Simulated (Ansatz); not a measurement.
# TiSe (P6_3/mmc) in Ansatz: notebook

Aim: see how the results for TiSe move with the level of theory and the settings. Levels: PBEsol+D3(BJ)-ATM, PBEsol+D4. Tasks: relaxation of cell and atoms.

All numbers are computed with Ansatz 0.2.0; they aren't measurements. Logs are shortened: lines on timing, memory, paths and dates and some standing lists are left out, and cuts for length are marked.

### 1 The crystal as given

It takes space group P6_3/mmc (No. 194, hexagonal). Conventional cell: a = 3.559 Å, b = 3.559 Å, c = 6.220 Å, α = 90.00°, β = 90.00°, γ = 120.00°. Around Se (site symmetry -6m2) lie 6 Ti at 2.58 Å. Ti (site symmetry -3m) is surrounded by 6 Se at 2.58 Å.

### 2 Relaxation of cell and atoms, PBEsol+D3(BJ)-ATM

The input, input.yaml:

```yaml
crystal:
  lattice:
    - [3.559, 0.0, 0.0]
    - [-1.7795, 3.0821844121, 0.0]
    - [0.0, 0.0, 6.22]
  atoms:
    - { symbol: Se, position: [0.6666666667, 0.3333333333, 0.75] }
    - { symbol: Se, position: [0.3333333333, 0.6666666667, 0.25] }
    - { symbol: Ti, position: [0.0, 0.0, 0.5] }
    - { symbol: Ti, position: [0.0, 0.0, 0.0] }
hamiltonian:
  xc: pbesol
  pseudopotentials: { kind: paw }
  dispersion: d3bjatm
kpoints:
  mp_grid: { grid: [9, 9, 5] }
scf:
  occupations: { method: fermi_dirac, width: 0.05 }
output:
  forces: true
  stress: true
  eigenvalues: true
  write_density: true
  write_potential: true
  elf: true
  volumetric_format: npy
relax:
  f_tol: 0.01
  max_steps: 40
  cell: { stress_tol: 0.05 }
```

Potentials or basis: Ansatz PAW.

On the command line:

```
ansatz run input.yaml --threads 2 --pin off --max-ram 5632MiB --backend cpu --events-out ev --progress --plain --runs-dir out
```

The log of the run:

```text
Warning: RAYON_NUM_THREADS=2 ignored (pool sized by the plan → 2); use --threads N
Engine: ansatz 0.2.0, x86_64-unknown-linux-gnu
Pseudopotentials: kind: paw
Pseudopotential: Se, paw, valence charge 16, recommended cutoff 420 eV (normal), Se.paw.azcp
Pseudopotential: Ti, paw, valence charge 12, recommended cutoff 420 eV (normal), Ti.paw.azcp
Functional definition: PBEsol
  exchange = pbesol_x
  correlation = pbesol_c
Crystal: 4 atoms, lattice volume = 68.230 Å³
Basis set: ecut = 420 eV, 1299 PW (Γ), exchange–correlation on 48×48×90 points (8 copies of the dense FFT grid, shifted against one another)
Bands: 34, of which v1, the nominal top of the filled ones, is band 28 counted from 1 (27 counted from 0)
Symmetry: 24 space group operations
Space group: P63/mmc (ITA 194), of the structure as read, at distance tolerance 4.1e-5 Å
k-points: 36 of 405
Non-local potential: Se, projectors of the file, l = 0: 2, l = 1: 2, l = 2: 3, l = 3: 1
Non-local potential: Ti, projectors of the file, l = 0: 3, l = 1: 2, l = 2: 3, l = 3: 1
PAW form: soft (Blöchl's): semilocal exchange-correlation on the pseudo side does not see the compensation charge
PAW frozen core: Se, regenerated for the run's functional, and the local potential with it (the file was generated under x = pbe(κ = 0.804, μ = 0.2195149727645171), c = pbe(β = 0.06672455060314922))
PAW frozen core: Ti, regenerated for the run's functional, and the local potential with it (the file was generated under x = pbe(κ = 0.804, μ = 0.2195149727645171), c = pbe(β = 0.06672455060314922))
PAW one-centre angular grid: Se, 590 points (default); XC on 64 Gauss nodes
PAW one-centre angular grid: Ti, 590 points (default); XC on 64 Gauss nodes
Initial density: superposition of atomic densities (neutral atoms: chi_scale 0, normalization atom), corrected by the library's trained network
Initial wavefunctions: pseudopotential atomic-orbital guess
Functional: x = pbesol(κ = 0.804, μ = 0.12345679012345678), c = pbesol(β = 0.046)
SCF iter   1: F=—  HF=-15802.708255 eV  |F-HF|=—  |Δ(HF+E_count)|=         —  Δρ=6.25e-3  dr2=2.35e-2  ethr=1.77e-3  ⟨swp⟩=5.5  Hψ=4608  notcnv=0
preconditioner: auto → Kerker (q_TF=auto, 2.640 Å⁻¹)  [metal: Δε(μ)=0.038 eV  Ē_g=7.335 eV  σ=0.050 eV  W_gap=0.18  n_scr=22 (ndim 8)  ℏωp=20.1 eV  f_vac=0.000  D(μ)=4.01/eV (n_scr^D=36)]
SCF iter   2: F=—  HF=-15802.701829 eV  |F-HF|=—  |Δ(HF+E_count)|=   6.43e-3  Δρ=2.61e-3  dr2=4.16e-3  ethr=4.19e-5  ⟨swp⟩=2.6  Hψ=2325  notcnv=0
SCF iter   3: F=—  HF=-15802.700954 eV  |F-HF|=—  |Δ(HF+E_count)|=   8.75e-4  Δρ=8.09e-4  dr2=4.88e-4  ethr=7.44e-6  ⟨swp⟩=2.2  Hψ=1692  notcnv=0
SCF iter   4: F=—  HF=-15802.700871 eV  |F-HF|=—  |Δ(HF+E_count)|=   8.31e-5  Δρ=1.76e-4  dr2=2.53e-5  ethr=8.72e-7  ⟨swp⟩=2.0  Hψ=1588  notcnv=0
SCF iter   5: F=—  HF=-15802.700888 eV  |F-HF|=—  |Δ(HF+E_count)|=   1.75e-5  Δρ=5.63e-5  dr2=3.04e-6  ethr=4.52e-8  ⟨swp⟩=2.0  Hψ=2154  notcnv=0
SCF iter   6: F=—  HF=-15802.700887 eV  |F-HF|=—  |Δ(HF+E_count)|=   1.41e-6  Δρ=2.66e-5  dr2=5.86e-7  ethr=5.42e-9  ⟨swp⟩=2.0  Hψ=2161  notcnv=0
SCF iter   7: F=-15802.700887 eV  HF=-15802.700887 eV  |F-HF|=2.39e-8  |Δ(HF+E_count)|=   3.62e-8  Δρ=1.02e-5  dr2=9.44e-8  ethr=1.79e-10  ⟨swp⟩=5.8  Hψ=7635  notcnv=0
SCF 1 converged in 7 iterations: F = -15802.700887 eV  dr2 = 9.44e-8
relax step   1: F+E_penalty+E_count = -15802.70088667 eV  Δ(F+E_penalty+E_count) = +0.000e0 eV  max|allowed force component| = 2.776e-17 eV/Å  Δτ_max = 0.0000 Å  P = -4.832 GPa  Ω = 68.230 Å³  (7 SCF iters, dr2 threshold 1.00e-7 eV, accepted)
Crystal: 4 atoms, lattice volume = 64.607 Å³
Basis set: ecut = 420 eV, 1257 PW (Γ), exchange–correlation on 48×48×90 points (8 copies of the dense FFT grid, shifted against one another)
Initial density: handed on by an earlier stage of this run
Initial wavefunctions: those handed on with the density
iter 1 solved again at ethr=1.87e-4 eV; its pass at ethr=3.10e-3 eV (dr2=1.05e-1 eV) is discarded
SCF iter   1: F=—  HF=-15803.043691 eV  |F-HF|=—  |Δ(HF+E_count)|=         —  Δρ=1.04e-2  dr2=1.04e-1  ethr=1.87e-4  ⟨swp⟩=1.8  Hψ=6952  notcnv=0
preconditioner: auto → Kerker (q_TF=auto, 2.664 Å⁻¹)  [metal: Δε(μ)=0.023 eV  Ē_g=7.422 eV  σ=0.050 eV  W_gap=0.11  n_scr=22 (ndim 8)  ℏωp=20.7 eV  f_vac=0.000  D(μ)=3.03/eV (n_scr^D=36)]
SCF iter   2: F=—  HF=-15803.020248 eV  |F-HF|=—  |Δ(HF+E_count)|=   2.34e-2  Δρ=6.27e-3  dr2=4.59e-2  ethr=1.86e-4  ⟨swp⟩=1.9  Hψ=1303  notcnv=0
SCF iter   3: F=—  HF=-15803.003919 eV  |F-HF|=—  |Δ(HF+E_count)|=   1.63e-2  Δρ=1.25e-3  dr2=1.20e-3  ethr=8.20e-5  ⟨swp⟩=2.1  Hψ=1966  notcnv=0
SCF iter   4: F=—  HF=-15803.003346 eV  |F-HF|=—  |Δ(HF+E_count)|=   5.73e-4  Δρ=7.21e-4  dr2=2.52e-4  ethr=2.14e-6  ⟨swp⟩=2.0  Hψ=2167  notcnv=0
SCF iter   5: F=—  HF=-15803.003281 eV  |F-HF|=—  |Δ(HF+E_count)|=   6.52e-5  Δρ=2.25e-4  dr2=3.27e-5  ethr=4.50e-7  ⟨swp⟩=2.0  Hψ=2082  notcnv=0
[... 71 lines left out ...]
SCF iter   2: F=—  HF=-15803.053624 eV  |F-HF|=—  |Δ(HF+E_count)|=   1.58e-6  Δρ=2.90e-7  dr2=1.27e-11  ethr=1.00e-12  ⟨swp⟩=3.0  Hψ=2877  notcnv=0
iter 3 did not close the SCF: its close was put off for the readings that it lacked (scf_convergence_deferred on its scf_iter line)
SCF iter   3: F=-15803.053624 eV  HF=-15803.053624 eV  |F-HF|=1.82e-12  |Δ(HF+E_count)|=  3.82e-11  Δρ=1.98e-7  dr2=8.20e-12  ethr=1.00e-12  ⟨swp⟩=1.0  Hψ=1224  notcnv=0
iter 4 did not close the SCF: its close was put off for the readings that it lacked (scf_convergence_deferred on its scf_iter line)
SCF iter   4: F=-15803.053624 eV  HF=-15803.053624 eV  |F-HF|=3.64e-12  |Δ(HF+E_count)|=  3.64e-12  Δρ=6.39e-8  dr2=1.42e-12  ethr=1.00e-12  ⟨swp⟩=1.0  Hψ=1224  notcnv=0
iter 5 did not close the SCF: its close was put off for the readings that it lacked (scf_convergence_deferred on its scf_iter line)
SCF iter   5: F=-15803.053624 eV  HF=-15803.053624 eV  |F-HF|=1.82e-12  |Δ(HF+E_count)|=  3.64e-12  Δρ=1.36e-8  dr2=1.20e-13  ethr=1.00e-12  ⟨swp⟩=1.0  Hψ=1224  notcnv=0
iter 6 did not close the SCF: its close was put off for the readings that it lacked (scf_convergence_deferred on its scf_iter line)
SCF iter   6: F=-15803.053624 eV  HF=-15803.053624 eV  |F-HF|=1.82e-12  |Δ(HF+E_count)|=    0.00e0  Δρ=3.37e-9  dr2=1.04e-14  ethr=1.00e-12  ⟨swp⟩=1.0  Hψ=1224  notcnv=0
SCF iter   7: F=-15803.053624 eV  HF=-15803.053624 eV  |F-HF|=1.82e-12  |Δ(HF+E_count)|=    0.00e0  Δρ=1.80e-9  dr2=1.87e-15  ethr=1.00e-12  ⟨swp⟩=2.9  Hψ=3741  notcnv=0
SCF 8 converged in 7 iterations: F = -15803.053624 eV  dr2 = 1.87e-15
relax step   8: F+E_penalty+E_count = -15803.05362441 eV  Δ(F+E_penalty+E_count) = -4.113e-6 eV  max|allowed force component| = 5.667e-17 eV/Å  Δτ_max = 0.0000 Å  P = -0.002 GPa  Ω = 63.656 Å³  stress off target by 2.34e-3 GPa  SCF on the basis re-selected at this cell (its energy is not comparable with the rows above)  (7 SCF iters)
basis re-selected at this cell: Δ(F+E_penalty+E_count) = -4.113e-6 eV, ΔP = -0.000 GPa vs the last step (what re-selecting the basis moved, of the pressure what is left beyond the Pulay correction that the steps carried, after the strain that the cell walked since its last selection, with what the two solves' SCF thresholds leave and, on support functions, any second-order correction that the steps lacked; it is no measure of the basis error at this ecutwfc). This SCF's stress stands 2.34e-3 GPa from its target on what of the cell is left free (relax.cell.stress_tol is 5.00e-2 GPa) and its largest allowed force component is 5.67e-17 eV/Å (relax.f_tol is 1.00e-2 eV/Å): within both
SCF converged after 7 iterations
Free energy (F): -15803.053624 eV
Harris-Foulkes:  -15803.053624 eV  (|F-HF|=1.82e-12)
Internal energy: -15803.035707 eV  (E = F + TS)
E sigma→0 (E₀):  -15803.044666 eV
Entropy (-TS):   -0.017917 eV (-4.479 meV/atom)
Fermi energy:    15.628710 eV
--- Per-component energies (eV) ---
  E_band       = -848.024876
  E_kinetic    = 794.857890
  E_local      = -5446.195095  (includes V_loc(G=0)·N_el)
  E_nonlocal   = -1164.473931
  E_hartree    = 2661.692722
  E_xc         = -406.477445
  E_vxc        = -447.890079  (∫ρ·V_xc dr)
  E_paw        = -5782.504470  (= ΣΔE_a)
  E_vpaw       = 92.291854  (= ΣTr[D̂ρ^β])
  E_aug_tail   = -0.000963  (compensation charges beyond the density's cutoff)
  E_ewald      = -6460.184159
  E_disp       = -2.045926  (pairwise vdW)
  E_core_change = 2.295669  (= ΣΔE_core)
  E_smearing   = -0.017917  (= −TS)
  E_closure    = 0.000000  (closes the sum)
  Σ components = -15803.053624   (vs F -15803.053624, Δ=0.00e0)
--- Forces (eV/Å), atoms counted from 1 ---
  atom   1  Se     0.00000000     0.00000000     0.00000000
  atom   2  Se     0.00000000    -0.00000000     0.00000000
  atom   3  Ti     0.00000000     0.00000000     0.00000000
  atom   4  Ti    -0.00000000     0.00000000     0.00000000
  max |Σ_I F_I| component: 9.25e-18 eV/Å
--- Stress (GPa, compression-positive) ---
       -0.002343       0.000000       0.000000
        0.000000      -0.002343       0.000000
        0.000000       0.000000      -0.000482
  P = ⅓ Tr σ = -0.0017 GPa (-0.017 kbar)
--- Band table (eV; the first three rows and the last of 36) ---
  k-point 0: bands = ["-41.3264", "-41.3170", "-33.1362", "-33.1362", "-33.1361", "-33.1361", "-33.1307", "-33.1303", "-33.1208", "-33.1208", "-33.1205", "-33.1205", "-17.9010", "-17.7563", "-17.6424", "-17.6424", "-17.6303", "-17.6303", "-0.4709", "0.7227", "7.7546", "12.4422", "12.4422", "12.5157", "13.4148", "14.9993", "14.9993", "15.4445", "15.4445", "15.7103", "15.7103", "16.8303", "16.8303", "17.0341"]
  k-point 1: bands = ["-41.3255", "-41.3179", "-33.1362", "-33.1362", "-33.1361", "-33.1361", "-33.1307", "-33.1303", "-33.1207", "-33.1207", "-33.1206", "-33.1206", "-17.8874", "-17.7703", "-17.6413", "-17.6413", "-17.6315", "-17.6315", "-0.3762", "0.5819", "8.0780", "11.5343", "12.5626", "12.5626", "14.1911", "14.2671", "14.2671", "15.7794", "15.7794", "16.1070", "16.1070", "16.7004", "16.9249", "16.9249"]
  k-point 2: bands = ["-41.3231", "-41.3203", "-33.1362", "-33.1362", "-33.1362", "-33.1362", "-33.1306", "-33.1304", "-33.1207", "-33.1207", "-33.1206", "-33.1206", "-17.8515", "-17.8068", "-17.6382", "-17.6382", "-17.6345", "-17.6345", "-0.1137", "0.2479", "8.9511", "10.1753", "12.9192", "12.9192", "13.4978", "13.4978", "15.1085", "15.9623", "15.9660", "15.9660", "16.1898", "16.1898", "17.7183", "17.7183"]
  k-point 35: bands = ["-41.3020", "-41.2995", "-33.1375", "-33.1375", "-33.1369", "-33.1362", "-33.1282", "-33.1282", "-33.1183", "-33.1180", "-33.1180", "-33.1180", "-17.7974", "-17.7671", "-17.7671", "-17.7609", "-17.7594", "-17.7594", "1.7601", "1.7601", "9.3618", "9.3618", "9.5365", "10.0647", "10.6836", "10.6836", "15.1262", "15.1262", "17.0658", "17.1203", "17.1203", "17.2754", "17.7042", "17.7042"]
--- Relaxed structure (6 steps of the walk, 6 accepted, 2 SCFs on fresh bases) ---
  F+E_penalty+E_count = -15803.05362441 eV   max|allowed force component| = 5.667e-17 eV/Å   (the final SCF, on the basis selected at the relaxed cell)
  cell:  # Å, volume = 63.6562 Å³
    - [3.30946173451491, 2.708340565468782e-35, 0.0]
    - [-1.654730867257455, 2.8660779349424237, 0.0]
    - [0.0, 0.0, 6.711120883134788]
  atoms:
    - { symbol: Se, position: [0.6666666666666667, 0.3333333333333333, 0.75] }
    - { symbol: Se, position: [0.3333333333333333, 0.6666666666666667, 0.24999999999999997] }
    - { symbol: Ti, position: [-3.375692721579649e-34, -2.9908604415704988e-34, 0.49999999999999994] }
    - { symbol: Ti, position: [-1.2674858607002662e-34, 1.994991785291315e-34, 4.515510989653889e-36] }
```

Run time: 21 s. Hardware: 2 threads of AMD EPYC 7R13 (Zen 3), shared host; peak memory 0.45 GiB.

What came out:

* Free energy: -15803.0536 eV
* Relaxed volume: 15.91 Å³/atom
* Relaxed cell: a = 3.309 Å, b = 3.309 Å, c = 6.711 Å, α = 90.00°, β = 90.00°, γ = 120.00°
* Space group after relaxing (to 0.05 Å): P6_3/mmc (No. 194)
* Energy gained by relaxing: 88.2 meV/atom
* Ionic steps: 8
* Pressure after relaxing: 0.0 GPa
* Band gap on the k mesh: none (metal or under the smearing width)

The path:
| step | energy change (eV) | largest force (eV/Å) | volume (Å³) |
| --- | --- | --- | --- |
| 1 | 0.0000 | 0.0000 | 68.23 |
| 2 | -0.3024 | 0.0000 | 64.61 |
| 3 | -0.3351 | 0.0000 | 62.95 |
| 4 | -0.3522 | 0.0000 | 63.79 |
| 5 | -0.3527 | 0.0000 | 63.64 |
| 6 | -0.3527 | 0.0000 | 63.64 |
| 7 | -0.3527 | 0.0000 | 63.66 |
| 8 | -0.3527 | 0.0000 | 63.66 |

Final structure:
```
Se Ti
1.0
     3.30946    0.00000    0.00000
    -1.65473    2.86608    0.00000
     0.00000    0.00000    6.71112
Se Ti
2 2
Direct
  0.66667 0.33333 0.75000
  0.33333 0.66667 0.25000
  0.00000 0.00000 0.50000
  0.00000 0.00000 0.00000
```

Caveat: the plane-wave basis is chosen anew once the cell has moved, so the energies of steps on either side of that aren't comparable; pairwise dispersion overbinds metals, which lowers pressure and volume; the PAW data sets come from PBE, with cores solved anew for the run's functional, which leaves a small shift of forces and pressure.

### 3 Relaxation of cell and atoms, PBEsol+D4

input.yaml, as its differences from that of step 2:

```diff
@@ -13,3 +13,3 @@
   pseudopotentials: { kind: paw }
-  dispersion: d3bjatm
+  dispersion: d4
 kpoints:
@@ -22,6 +22,2 @@
   eigenvalues: true
-  write_density: true
-  write_potential: true
-  elf: true
-  volumetric_format: npy
 relax:
```

Potentials or basis: Ansatz PAW.

On the command line:

```
ansatz run input.yaml --threads 2 --pin off --max-ram 5632MiB --backend cpu --events-out ev --progress --plain --runs-dir out
```

Run time: 23 s. Hardware: 2 threads of AMD EPYC 7R13 (Zen 3), shared host; peak memory 0.46 GiB.

The run converged. Its results:

```
Free energy                            : -15801.9254 eV
Relaxed volume                         : 16.22 Å³/atom
Relaxed cell                           : a = 3.337 Å, b = 3.337 Å, c = 6.731 Å, α = 90.00°, β = 90.00°, γ = 120.00°
Space group after relaxing (to 0.05 Å) : P6_3/mmc (No. 194)
Energy gained by relaxing              : 72.9 meV/atom
Ionic steps                            : 9
Pressure after relaxing                : 0.0 GPa
Band gap on the k mesh                 : none (metal or under the smearing width)
```

Step by step:
| step | energy change (eV) | largest force (eV/Å) | volume (Å³) |
| --- | --- | --- | --- |
| 1 | 0.0000 | 0.0000 | 68.23 |
| 2 | -0.2374 | 0.0000 | 66.05 |
| 3 | -0.2751 | 0.0000 | 64.13 |
| 4 | -0.2905 | 0.0000 | 65.20 |
| 5 | -0.2912 | 0.0000 | 64.92 |
| 6 | -0.2912 | 0.0000 | 64.88 |
| 7 | -0.2915 | 0.0000 | 64.88 |
| 8 | -0.2915 | 0.0000 | 64.90 |
| 9 | -0.2915 | 0.0000 | 64.90 |

Final structure:
```cif
data_structure
_symmetry_space_group_name_H-M 'P 1'
_symmetry_Int_Tables_number 1
_cell_length_a 3.3368
_cell_length_b 3.3368
_cell_length_c 6.7307
_cell_angle_alpha 90.000
_cell_angle_beta 90.000
_cell_angle_gamma 120.000
_cell_volume 64.90
loop_
_atom_site_label
_atom_site_type_symbol
_atom_site_fract_x
_atom_site_fract_y
_atom_site_fract_z
_atom_site_occupancy
Se1 Se 0.66667 0.33333 0.75000 1
Se2 Se 0.33333 0.66667 0.25000 1
Ti1 Ti 0.00000 0.00000 0.50000 1
Ti2 Ti 0.00000 0.00000 0.00000 1
```

Levels at points of the mesh, in eV from the Fermi level:
```
           k point  band 25  band 26  band 27  band 28  band 29  band 30  band 31  band 32
(0.00, 0.00, 0.00)    -2.14    -0.71    -0.71    -0.19    -0.19     0.07     0.07     1.17
```

Caveat: the plane-wave basis is chosen anew once the cell has moved, so the energies of steps on either side of that aren't comparable; pairwise dispersion overbinds metals, which lowers pressure and volume; the PAW data sets come from PBE, with cores solved anew for the run's functional, which leaves a small shift of forces and pressure.
